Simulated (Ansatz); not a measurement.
**PbSe (Pm-3m): scan of the energy under strain, by script**

The task is a scan of the energy under strain, for PbSe (Pm-3m).

All numbers are computed with the Python package of Ansatz 0.2.0. Level of theory: DFT r2SCAN, plane waves, PAW.

**1. The structure**

The structure is cubic, space group Pm-3m (No. 221). The conventional cell has a = 3.784 Å, b = 3.784 Å, c = 3.784 Å, α = 90.00°, β = 90.00°, γ = 90.00°. Pb (site symmetry m-3m) has 8 Se at 3.28 Å as nearest neighbours. Around Se (site symmetry m-3m) lie 8 Pb at 3.28 Å.

No structure file is read: the coordinates are typed or built in the script.

**2. Script**

run_strain.py

```python
'''Energy of PbSe under tetragonal strain, ions carried with the cell.'''

import logging
import sys

import ansatz as az
import numpy as np

logging.basicConfig(stream=sys.stdout, format='%(levelname)s %(message)s')
log = logging.getLogger('ansatz_job')
log.setLevel(logging.INFO)

vectors0 = np.array([
    [3.784322, 0.0, 0.0],
    [0.0, 3.784322, 0.0],
    [0.0, 0.0, 3.784322],
])
sites = [
    ('Pb', (0.0, 0.0, 0.0)),
    ('Se', (0.5, 0.5, 0.5)),
]


def crystal_on(cell):
    crystal = az.Crystal(lattice=az.Lattice.of(cell))
    for symbol, position in sites:
        crystal = crystal.atom(symbol, position)
    return crystal


def main() -> None:
    # clamped ions: the fractional positions stay as typed
    values = np.linspace(-0.02, 0.02, 5)
    energies = []
    for d in values:
        strain = np.diag([d, d, (1 + d) ** -2 - 1])
        cell = vectors0 @ (np.eye(3) + strain)
        model = crystal_on(cell).calculation()
        model = model.functional(az.Functional.R2SCAN).pseudopotentials('paw')
        model = model.occupations('gaussian', width=0.05)
        model = model.basis(520)
        model = model.kpoints(6, 6, 6)
        report = model.run(threads=1).report
        energies.append(report['free_energy_ev'] / len(sites))
        log.info(f'd = {d:+.4f}  F = {energies[-1]:.5f} eV/atom')
    energies = np.array(energies)

    for value, e in zip(values, energies):
        log.info(f'strain {value:7.3f}   E - Emin = {1000 * (e - energies.min()):9.3f} meV/atom')
    np.savetxt('strain.csv', np.column_stack([values, energies]), fmt='%.6f', delimiter=',', header='strain,energy_eV_per_atom')
    curvature = 2 * np.polyfit(values, energies, 3)[1]
    volume = abs(np.linalg.det(vectors0)) / len(sites)
    log.info(f'd2E/dd2 over the volume: {curvature / volume * 160.21766:.1f} GPa')


if __name__ == '__main__':
    main()
```

**3. What the engine is handed**

The engine receives this input (first run):

```yaml
crystal:
  lattice:
    - [3.70863556, 0.0, 0.0]
    - [0.0, 3.70863556, 0.0]
    - [0.0, 0.0, 3.940360266555602]
  atoms:
    - { symbol: Pb, position: [0.0, 0.0, 0.0] }
    - { symbol: Se, position: [0.5, 0.5, 0.5] }
basis:
  ecutwfc: 520.0
kpoints:
  mp_grid:
    grid: [6, 6, 6]
hamiltonian:
  xc: r2scan
  pseudopotentials:
    kind: paw
scf:
  occupations:
    method: gaussian
    width: 0.05
```

**4. Launch**

Run with:

```bash
python run_strain.py
```

**Question.** How much energy does this tetragonal strain cost, and what curvature follows?

As calculated:

| quantity | value |
| --- | --- |
| curvature under the strain | 503.7 GPa |
| runs compared | 5 |
| range of energy | 18.89 meV/atom |
| lowest point, strain | 0.000 |

In words: Against the unstrained cell the energy per atom changes by +18.89 meV at one end of the scan and +15.68 meV at the other, and its second derivative over the volume is 503.7 GPa. Reading the output:
- For a metal this k-point mesh is coarse: on a finer one energies can move by several to tens of meV an atom and pressures by half a GPa or more, differences at one mesh by less.
- The curvature belongs to this strain pattern and to the cell's stress; it equals a single elastic constant only for simple patterns.
- In a metal a curvature from energy changes of a few meV or less hangs on mesh and smearing, in size and even in sign.
- Spin-orbit coupling, which matters for elements this heavy, is left out.
- This cell is a computed structure, which may not be the phase found in nature.
- The ions keep their fractional positions (clamped ions).
